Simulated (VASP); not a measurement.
Here is a VASP 6.6.1 calculation.

The input INCAR:

```
SYSTEM = In8Se7
PREC = Accurate
ENCUT = 520
EDIFF = 1E-6
ISMEAR = 1
SIGMA = 0.15
LREAL = Auto
LASPH = .True.
NELM = 100
ALGO = Fast
ISIF = 2
LWAVE = .False.
LCHARG = .False.
GGA = PE
NBANDS = 86
```

The input KPOINTS:

```
regular mesh
0
Gamma
  2 2 2
  0 0 0
```

Contents of POSCAR:

```
In8Se7
1.0
    3.9849065200      6.9020605600      0.0000000000
   -3.9849065200      6.9020605600      0.0000000000
    0.0000000000     -2.3006868500      8.4081540000
Se In
7 8
Direct
    0.3114810877      0.3086601934      0.8543699366
    0.4199494780      0.4071253378      0.4760684688
    0.3053975129      0.8065728830      0.8215837864
    0.8079549690      0.3087430076      0.8547456433
    0.9083178668      0.4088875815      0.4779024028
    0.8077218033      0.8125163950      0.8543623250
    0.9063382963      0.9208706322      0.4759525099
    0.0161850131     -0.0066795132      0.0007930397
    0.1053912834      0.0320512945      0.3416514493
    0.0012367678      0.5023022232      0.0079152927
    0.0553168651      0.5562631206      0.3379582486
    0.4938786796     -0.0052449485      0.0039069218
    0.5296972424      0.0305291967      0.3423728918
    0.4923092595      0.5171191263      0.0003050610
    0.5318188991      0.6048740632      0.3412583785
```

Potentials or basis: VASP PAW PBE potentials, release 64 (Se, In_d).

The run is started by

```bash
$ cat potpaw_PBE.64/Se/POTCAR potpaw_PBE.64/In_d/POTCAR > POTCAR
$ mpirun -np 1 vasp_std > vasp.out
```

Problem. What does it give for the pressure?

Solution. 1.1 GPa.

Problem. What does it give for the largest force?

Solution. 0.031 eV/Å.

Problem. What does it give for the band gap on the k mesh?

Solution. 0.39 eV, indirect (least direct gap 0.49 eV).

Stress tensor (GPa, compression positive):
```
1.22 0.00 0.00
0.00 1.16 0.14
0.00 0.14 0.97
```

Caveat: the k mesh is coarse (spacing up to 0.46 Å⁻¹), so the values aren't converged; spin-orbit coupling is left out, which moves the levels of the heavy elements. As with any semilocal functional, this PBE gap is likely too small.
